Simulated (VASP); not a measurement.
# CuO (Tenorite) (Cc) in VASP: further runs

Aim: see how the results for CuO (Tenorite) move with the level of theory and the settings. Levels: PBE, PBEsol. Tasks: atomic charges, electron localisation function, relaxation of cell and atoms.

Program: VASP 6.6.1. These are calculated values, not measurements. Logs are shortened: lines on timing, memory, paths and dates and some standing lists are left out, and cuts for length are marked.

## (1) Starting point

The structure is monoclinic, space group Cc (No. 9). The conventional cell has a = 4.689 Å, b = 3.427 Å, c = 5.132 Å, α = 90.00°, β = 99.65°, γ = 90.00°. Cu (site symmetry 1) has 4 O at 1.91 to 2.02 Å as nearest neighbours. Around O (site symmetry 1) lie 4 Cu at 1.91 to 2.02 Å.

## (2) Atomic charges, PBE

INCAR

```
ALGO = Normal
EDIFF = 1E-7
ENCUT = 520
GGA = PE
ISIF = 2
ISMEAR = 0
LASPH = T
LCHARG = F
LORBIT = 11
LREAL = F
LWAVE = F
NELM = 100
PREC = Accurate
SIGMA = 0.02
```

KPOINTS

```
k-points
0
Gamma
  10 10 5
```

POSCAR

```
CuO
1.0
    2.3446500000     -1.7134000000      0.0000000000
    2.3446500000      1.7134000000      0.0000000000
   -0.8605543552      0.0000000000      5.0594363927
Cu O
2 2
Direct
    0.4968000000      0.0032000000      0.5000000000
    0.0032000000      0.4968000000      0.0000000000
    0.4056000000      0.5714000000      0.7537000000
    0.5714000000      0.4056000000      0.2537000000
```

Potentials or basis: VASP PAW PBE potentials, release 64 (Cu, O).

Run with:

```bash
$ cat potpaw_PBE.64/Cu/POTCAR potpaw_PBE.64/O/POTCAR > POTCAR
$ mpirun -np 1 vasp_std > vasp.out
```

OUTCAR:

```text
EDIFF = 1E-7
   ENCUT = 520
   GGA = PE
   ISIF = 2
   ISMEAR = 0
   LASPH = T
   LORBIT = 11
   LREAL = F
   NELM = 100
   PREC = Accurate

 ion  position               nearest neighbor table
   1  0.497  0.003  0.500-   4 1.91   3 1.93   4 1.98   3 2.02
   2  0.003  0.497  0.000-   3 1.91   4 1.93   3 1.98   4 2.02
   3  0.406  0.571  0.754-   2 1.91   1 1.93   2 1.98   1 2.02
   4  0.571  0.406  0.254-   1 1.91   2 1.93   1 1.98   2 2.02

  LATTYP: Found a base centered monoclinic cell.
 ALAT       =     4.6893000000
 B/A-ratio  =     0.7307700510
 C/A-ratio  =     1.0944277397
 COS(beta)  =    -0.1676807457

  Lattice vectors:

 A1 = (   2.3446500000,  -1.7134000000,   0.0000000000)
 A2 = (   2.3446500000,   1.7134000000,   0.0000000000)
 A3 = (  -0.8605543552,   0.0000000000,   5.0594363927)

Analysis of symmetry for initial positions (statically):
=====================================================================
 Subroutine PRICEL returns:
 Original cell was already a primitive cell.

 Routine SETGRP: Setting up the symmetry group for a
 base centered monoclinic supercell.

 Subroutine GETGRP returns: Found  2 space group operations
 (whereof  1 operations were pure point group operations)
 out of a pool of  4 trial point group operations.

The static configuration has the point symmetry C_1 .
 The point group associated with its full space group is C_1h.

Analysis of symmetry for dynamics (positions and initial velocities):
=====================================================================
 Subroutine PRICEL returns:
 Original cell was already a primitive cell.

 Routine SETGRP: Setting up the symmetry group for a
 base centered monoclinic supercell.

 Subroutine GETGRP returns: Found  2 space group operations
 (whereof  1 operations were pure point group operations)
 out of a pool of  4 trial point group operations.

The dynamic configuration has the point symmetry C_1 .
 The point group associated with its full space group is C_1h.

 Subroutine INISYM returns: Found  2 space group operations
 (whereof  1 operations are pure point group operations),
 and found     1 'primitive' translations

----------------------------------------------------------------------------------------

                                     Primitive cell

  volume of cell :      40.6508

  direct lattice vectors                    reciprocal lattice vectors
     2.344650000 -1.713400000  0.000000000     0.213251445 -0.291817439  0.036271720
     2.344650000  1.713400000  0.000000000     0.213251445  0.291817439  0.036271720
    -0.860554355  0.000000000  5.059436393     0.000000000  0.000000000  0.197650474

  length of vectors
     2.903984019  2.903984019  5.132100000     0.363248171  0.363248171  0.197650474

  position of ions in fractional coordinates (direct lattice)
     0.496800000  0.003200000  0.500000000
     0.003200000  0.496800000  0.000000000
     0.405600000  0.571400000  0.753700000
     0.571400000  0.405600000  0.253700000

  ion indices of the primitive-cell ions
   primitive index   ion index
                 1           1
                 2           2
                 3           3
                 4           4

----------------------------------------------------------------------------------------

 KPOINTS: k-points

Automatic generation of k-mesh.
 Grid dimensions read from file:
 generate k-points for:   10   10    5

 Generating k-lattice:

  Cartesian coordinates                     Fractional coordinates (reciprocal lattice)
     0.021325144 -0.029181744  0.003627172     0.100000000  0.000000000 -0.000000000
     0.021325144  0.029181744  0.003627172     0.000000000  0.100000000 -0.000000000
     0.000000000  0.000000000  0.039530095     0.000000000  0.000000000  0.200000000

  Length of vectors
     0.036324817  0.036324817  0.039530095

  Shift w.r.t. Gamma in fractional coordinates (k-lattice)
     0.000000000  0.000000000  0.000000000

 Subroutine IBZKPT returns following result:
 ===========================================

 Found    141 irreducible k-points:

 Following reciprocal coordinates:
            Coordinates               Weight
  0.000000  0.000000  0.000000      1.000000
  0.100000  0.000000  0.000000      4.000000
  0.200000  0.000000  0.000000      4.000000
  0.300000  0.000000  0.000000      4.000000
  0.400000 -0.000000  0.000000      4.000000
  0.500000 -0.000000 -0.000000      2.000000
[... 16 lines left out ...]
  0.300000  0.300000  0.000000      2.000000
  0.400000  0.300000 -0.000000      4.000000
 [... further k-points ...]
   k-points           NKPTS =    141   k-points in BZ     NKDIM =    141   number of bands    NBANDS=     21
   number of dos      NEDOS =    301   number of ions     NIONS =      4
   total plane-waves  NPLWV =  23040
   dimension x,y,z NGX =    24 NGY =   24 NGZ =   40
   dimension x,y,z NGXF=    48 NGYF=   48 NGZF=   80
   ions per type =               2   2
   NGX,Y,Z   is equivalent  to a cutoff of  13.74, 13.74, 12.96 a.u.
   NGXF,Y,Z  is equivalent  to a cutoff of  27.48, 27.48, 25.91 a.u.
 SYSTEM =  unknown system
   PREC   = accura    normal or accurate (medium, high low for compatibility)
   ISTART =      0    job   : 0-new  1-cont  2-samecut
   ICHARG =      2    charge: 1-file 2-atom 10-const
   ISPIN  =      1    spin polarized calculation?
   LNONCOLLINEAR =      F non collinear calculations
   LSORBIT =      F    spin-orbit coupling
   LASPH  =      T    aspherical Exc in radial PAW
   ENCUT  =  520.0 eV  38.22 Ry    6.18 a.u.   5.40  5.40  9.54*2*pi/ulx,y,z
   NELM   =    100;   NELMIN=  2; NELMDL= -5     # of ELM steps
   EDIFF  = 0.1E-06   stopping-criterion for ELM
   LREAL  =      F    real-space projection
   EDIFFG = 0.1E-05   stopping-criterion for IOM
   NSW    =      0    number of steps for IOM
   IBRION =     -1    ionic relax: 0-MD 1-quasi-New 2-CG
   NFREE  =      0    steps in history (QN), initial steepest desc. (CG)
   ISIF   =      2    stress and relaxation
   ISYM   =      2    0-nonsym 1-usesym 2-fastsym
   POTIM  = 0.5000    time-step for ionic-motion
   TEBEG  =    0.0;   TEEND  =   0.0 temperature during run
   PSTRESS=    0.0 pullay stress
   NELECT =      34.0000    total number of electrons
   NUPDOWN=      -1.0000    fix difference up-down
   EMIN   =  10.00;   EMAX   =-10.00  energy-range for DOS
   EFERMI =   0.00;   METHOD = LEGACY
   ISMEAR =     0;   SIGMA  =   0.02  broadening in eV -4-tet -1-fermi 0-gaus
   EFERMI_NEDOS =   21; number of points for ismear=-14 and -15
   IALGO  =     38    algorithm
   IMIX   =      4    mixing-type and parameters
     AMIX     =   0.40;   BMIX     =  1.00
     AMIX_MAG =   1.60;   BMIX_MAG =  1.00
  volume/ion in A,a.u.               =      10.16        68.58
  Fermi-wavevector in a.u.,A,eV,Ry     =   1.542451  2.914811 32.370388  2.379156
  Thomas-Fermi vector in A             =   2.648254
   LORBIT       =     11    0 simple, 1 ext, 2 COOP (PROOUT), +10 PAW based schemes
   GGA     = PE    functional components
   LHFCALC =     F    Hartree Fock is set to
   AEXX    =    0.0000 exact exchange contribution
   IVDW    =     0    specifies the selected vdW correction
   LEPSILON=     F    determine dielectric tensor
   LRPA    =     F    only Hartree local field effects (RPA)
 non-spin polarized calculation
 Gauss-broadening in eV      SIGMA  =   0.02
  energy-cutoff  :      520.00
  volume of cell :       40.65
 maximum number of plane-waves:      1129
 NGX is ok and might be reduce to    24
   NGX = 11   NGY = 11   NGZ = 19

 number of electron      33.9999999 magnetization

 Free energy of the ion-electron system (eV)
  ---------------------------------------------------
  ext. energy  EPLUGINS =         0.00000000
  ---------------------------------------------------
  free energy    TOTEN  =       -19.47876184 eV

  energy without entropy =      -19.47832223  energy(sigma->0) =      -19.47854204

 E-fermi :   5.6663     XC(G=0): -11.8989

 val. band max:        5.6579993389   @ k =  -0.2000   0.3000   0.4000
 cond. band min:       5.6778449260   @ k =  -0.4000   0.2000   0.4000
 fundamental gap:      0.0198455871
 Fermi energy:         5.6662839989

 k-point     1 :       0.0000    0.0000    0.0000
  band No.  band energies     occupation
      1     -14.2270      2.00000
      2     -12.9135      2.00000
      3      -2.4365      2.00000
      4       0.1481      2.00000
      5       0.5072      2.00000
      6       2.2979      2.00000
[... 13 lines left out ...]
     20      11.7328      0.00000
     21      13.8338      0.00000

 k-point     2 :       0.1000    0.0000    0.0000
  band No.  band energies     occupation
      1     -14.1600      2.00000
      2     -12.8919      2.00000
      3      -2.3269      2.00000
      4       0.1303      2.00000
      5       0.4811      2.00000
      6       1.5725      2.00000
[... 13 lines left out ...]
     20      12.1724      0.00000
     21      13.6017      0.00000

 k-point     3 :       0.2000    0.0000    0.0000
  band No.  band energies     occupation
      1     -13.9782      2.00000
      2     -12.8352      2.00000
      3      -2.0335      2.00000
      4       0.0637      2.00000
      5       0.3551      2.00000
      6       0.5847      2.00000
[... 13 lines left out ...]
     20      12.9169      0.00000
     21      13.2473      0.00000
[... 457 lines left out ...]
 k-point    23 :       0.3000    0.3000    0.0000
  band No.  band energies     occupation
      1     -13.4413      2.00000
      2     -12.7137      2.00000
      3      -1.1036      2.00000
      4      -0.6343      2.00000
      5       0.3721      2.00000
      6       0.3978      2.00000
[... 13 lines left out ...]
     20      12.3254      0.00000
     21      14.9920      0.00000

 k-point    24 :       0.4000    0.3000   -0.0000
  band No.  band energies     occupation
      1     -13.2555      2.00000
      2     -12.6668      2.00000
      3      -1.1195      2.00000
      4      -0.8154      2.00000
      5       0.1544      2.00000
      6       0.3353      2.00000
[... 13 lines left out ...]
     20      12.1755      0.00000
     21      14.6442      0.00000

 [... further k-points ...]

------------------------ aborting loop because EDIFF is reached ----------------------------------------

  FORCE on cell =-STRESS in cart. coord.  units (eV):
  Direction    XX          YY          ZZ          XY          YZ          ZX
  --------------------------------------------------------------------------------------
  -------------------------------------------------------------------------------------
  Total        1.6046545      1.7438182      1.4610869      0.0000000      0.0000000     -0.5026860
  in kB       63.2445628     68.7294490     57.5861045      0.0000000      0.0000000    -19.8124605
  external PRESSURE =      63.1867055 kB  Pullay stress =       0.0000000 kB

 VOLUME and BASIS-vectors are now :
 -----------------------------------------------------------------------------
  energy-cutoff  :      520.00
  volume of cell :       40.65
      direct lattice vectors                 reciprocal lattice vectors
     2.344650000 -1.713400000  0.000000000     0.213251445 -0.291817439  0.036271720
     2.344650000  1.713400000  0.000000000     0.213251445  0.291817439  0.036271720
    -0.860554355  0.000000000  5.059436393     0.000000000  0.000000000  0.197650474

 POSITION                                       TOTAL-FORCE (eV/Angst)
 -----------------------------------------------------------------------------------
      0.74205     -0.84573      2.52972        -0.649227     -0.366949      0.254493
      1.17233      0.84573      0.00000        -0.649227      0.366949      0.254493
      1.64212      0.28408      3.81330         0.649227     -0.257289     -0.254493
      2.07240     -0.28408      1.28358         0.649227      0.257289     -0.254493
 -----------------------------------------------------------------------------------
    total drift:                               -0.000183      0.000000     -0.000501

  FREE ENERGIE OF THE ION-ELECTRON SYSTEM (eV)
  ---------------------------------------------------
  free  energy   TOTEN  =       -19.4787618444 eV

  energy  without entropy=      -19.4783222332  energy(sigma->0) =      -19.47854204

 total charge

# of ion       s       p       d       tot
------------------------------------------
    1        0.380   0.387   9.142   9.909
    2        0.380   0.387   9.142   9.909
    3        1.577   3.384   0.000   4.961
    4        1.577   3.384   0.000   4.961
--------------------------------------------------
tot          3.914   7.541  18.284  29.739
```

Run time: 44 s. Hardware: 1 thread of Intel Xeon 6975P-C (Granite Rapids), shared host; peak memory 0.24 GiB.

What came out:

- Free energy: -19.4788 eV
- Pressure: 6.3 GPa
- Largest force: 0.788 eV/Å
- Band gap on the k mesh: none (metal or under the smearing width)
- Valence electrons inside the program's atomic spheres: Cu 9.91; O 4.96

Forces in eV/Å, atoms in the order of the input:
```
Cu  -0.649 -0.367  0.254
Cu  -0.649  0.367  0.254
O    0.649 -0.257 -0.254
O    0.649  0.257 -0.254
```

Stress tensor (GPa, compression positive):
```
 6.32  0.00 -1.98
 0.00  6.87  0.00
-1.98  0.00  5.76
```

Caveat: the run has no spin polarisation, though such a crystal can be magnetic; semilocal functionals often make such compounds metallic where correlation or magnetic order opens a gap, which also shifts bond lengths.

## (3) Electron localisation function, PBE

INCAR

```
ALGO = Fast ; EDIFF = 1E-6
ENCUT = 520 ; GGA = PE
ISIF = 2 ; ISMEAR = 0
LASPH = True ; LCHARG = True
LELF = True ; LREAL = False
LWAVE = False ; NELM = 80
PREC = Accurate ; SIGMA = 0.02
```

KPOINTS is that of step 2.

POSCAR is that of step 2.

Potentials or basis: VASP PAW PBE potentials, release 64 (Cu, O).

Run with:

```bash
$ cat potpaw_PBE.64/Cu/POTCAR potpaw_PBE.64/O/POTCAR > POTCAR
$ mpirun -np 1 vasp_std > vasp.out
```

Run time: 46 s. Hardware: 1 thread of Intel Xeon 6975P-C (Granite Rapids), shared host; peak memory 0.23 GiB.

The run converged. Its results:

```yaml
Free_energy: -19.4788 eV
Pressure: 6.4 GPa
Largest_force: 0.788 eV/Å
Band_gap_on_the_k_mesh: none (metal or under the smearing width)
```

Forces in eV/Å, atoms in the order of the input:
```
Cu  -0.649 -0.367  0.255
Cu  -0.649  0.367  0.255
O    0.649 -0.257 -0.255
O    0.649  0.257 -0.255
```

Stress tensor (GPa, compression positive):
```
 6.44  0.00 -1.98
 0.00  6.99  0.00
-1.98  0.00  5.87
```

Levels at points of the mesh, in eV from the Fermi level:
| k point | band 15 | band 16 | band 17 | band 18 | band 19 | band 20 |
| --- | --- | --- | --- | --- | --- | --- |
| (0.00, 0.00, 0.00) | -2.12 | -1.64 | 0.23 | 0.93 | 1.72 | 6.07 |
| (0.50, 0.00, 0.00) | -1.48 | -1.39 | -0.02 | 0.30 | 4.92 | 6.33 |
| (0.50, 0.50, 0.00) | -1.66 | -1.21 | -0.64 | 1.08 | 3.40 | 7.07 |

Caveat: the run has no spin polarisation, though such a crystal can be magnetic; semilocal functionals often make such compounds metallic where correlation or magnetic order opens a gap, which also shifts bond lengths.

## (4) Relaxation of cell and atoms, PBEsol

INCAR

```
SYSTEM = CuO
  PREC = Accurate
  ENCUT = 600
  EDIFF = 1E-6
  ISMEAR = -1
  SIGMA = 0.05
  LREAL = .FALSE.
  LASPH = .TRUE.
  NELM = 100
  ALGO = Normal
  ISIF = 3
  LWAVE = .FALSE.
  LCHARG = .FALSE.
  GGA = PS
  IBRION = 2
  NSW = 40
  EDIFFG = -0.01
  KPAR = 2
```

KPOINTS

```
regular mesh
0
G
  8 8 4
  0 0 0
```

POSCAR is that of step 3.

Run with:

```bash
$ cat potpaw_PBE.64/Cu/POTCAR potpaw_PBE.64/O/POTCAR > POTCAR
$ mpirun -np 2 vasp_std > vasp.out
```

Run time: 6.7 min. Hardware: 2 MPI ranks of AMD EPYC 9R45 (Zen 5), shared host; peak memory 0.2 GiB.

Results (log left out):

- Free energy: -21.4922 eV
- Relaxed volume: 10.67 Å³/atom
- Relaxed cell: a = 2.890 Å, b = 2.890 Å, c = 5.113 Å, α = 90.36°, β = 90.36°, γ = 87.61°
- Space group after relaxing (to 0.05 Å): Cccm (No. 66)
- Energy gained by relaxing: 45.3 meV/atom
- Ionic steps: 32
- Pressure after relaxing: 0.0 GPa
- Largest force after relaxing: 0.007 eV/Å
- Band gap on the k mesh: none (metal or under the smearing width)

Forces on the atoms (eV/Å):
```
Cu   0.001 -0.005  0.004
Cu   0.001  0.005  0.004
O   -0.001 -0.002 -0.004
O   -0.001  0.002 -0.004
```

Stress tensor (GPa, compression positive):
```
 0.14  0.00  0.08
 0.00  0.02  0.00
 0.08  0.00 -0.09
```

The path:
| step | energy change (eV) | largest force (eV/Å) | pressure (GPa) | volume (Å³) |
| --- | --- | --- | --- | --- |
| 1 | 0.0000 | 0.7608 | -2.18 | 40.65 |
| 2 | -0.0596 | 0.1757 | 1.68 | 39.84 |
| 3 | -0.0599 | 0.1790 | 1.34 | 39.89 |
| 4 | -0.0676 | 0.1764 | -0.03 | 40.31 |
| 5 | -0.0725 | 0.1824 | -1.76 | 40.88 |
| 6 | -0.0771 | 0.1630 | -1.41 | 40.90 |
| 7 | -0.0891 | 0.1047 | -0.63 | 40.98 |
| 8 | -0.1051 | 0.0349 | 0.83 | 41.12 |
| 9 | -0.1002 | 0.3348 | 4.11 | 41.32 |
| 10 | -0.1091 | 0.1613 | 2.37 | 41.21 |
| 11 | -0.1140 | 0.1547 | 2.02 | 41.39 |
| 12 | -0.1260 | 0.1516 | 1.06 | 41.89 |
| 13 | -0.1383 | 0.1712 | -0.82 | 42.86 |
| 14 | -0.1486 | 0.1145 | -0.88 | 42.86 |
| 15 | -0.1666 | 0.0760 | -0.80 | 42.84 |
| 16 | -0.1546 | 0.4453 | -0.13 | 42.70 |
| 17 | -0.1700 | 0.1755 | -0.61 | 42.81 |
| 18 | -0.1739 | 0.1190 | -0.09 | 42.62 |
| 19 | -0.1749 | 0.1089 | 0.59 | 42.46 |
| 20 | -0.1764 | 0.0774 | -0.06 | 42.58 |
| 21 | -0.1766 | 0.0601 | -0.38 | 42.66 |
| 22 | -0.1775 | 0.0151 | -0.04 | 42.58 |
| 23 | -0.1776 | 0.0392 | 0.16 | 42.55 |
| 24 | -0.1786 | 0.0321 | 0.33 | 42.57 |
| 25 | -0.1799 | 0.0292 | 0.44 | 42.63 |
| 26 | -0.1803 | 0.0338 | -0.51 | 42.86 |
| 27 | -0.1804 | 0.0318 | -0.25 | 42.81 |
| 28 | -0.1804 | 0.0319 | -0.40 | 42.82 |
| 29 | -0.1809 | 0.0233 | -0.42 | 42.81 |
| 30 | -0.1811 | 0.0151 | -0.45 | 42.79 |
| 31 | -0.1811 | 0.0091 | 0.64 | 42.53 |
| 32 | -0.1814 | 0.0070 | 0.02 | 42.67 |

Final structure:
```
Cu O
1.0
     2.07992   -2.00060    0.15486
     2.07992    2.00060    0.15486
    -0.42407    0.00000    5.09564
Cu O
2 2
Cartesian
  2.8828 1.0011 2.7876
  3.0949 -1.0011 0.2397
  1.7375 0.0100 3.9844
  1.9495 -0.0100 1.4366
```

Levels at points of the mesh, in eV from the Fermi level:
```tsv
k point	band 13	band 14	band 15	band 16	band 17	band 18	band 19	band 20	band 21
(0.00, 0.00, 0.00)	-2.51	-2.49	-2.40	-2.02	0.62	0.72	1.44	6.01	7.38
(0.50, 0.00, 0.00)	-2.36	-1.99	-1.65	-1.58	0.21	0.45	3.47	5.96	6.52
(0.50, 0.50, 0.00)	-2.46	-2.44	-1.67	-1.26	-1.23	1.16	1.92	7.12	9.54
(0.00, 0.00, 0.50)	-2.41	-2.41	-1.62	-1.62	0.07	0.07	3.51	3.51	11.64
(0.50, 0.00, 0.50)	-2.49	-2.47	-2.11	-1.90	-0.15	0.68	4.18	5.95	8.19
(0.50, 0.50, 0.50)	-2.03	-2.03	-1.48	-1.48	-0.53	-0.53	3.84	3.84	10.59
```

Caveat: the PAW data sets were made with another functional, which shifts forces and pressure a little; the run has no spin polarisation, though such a crystal can be magnetic; semilocal functionals often make such compounds metallic where correlation or magnetic order opens a gap, which also shifts bond lengths.

(Part 1 of 3 ends here.)
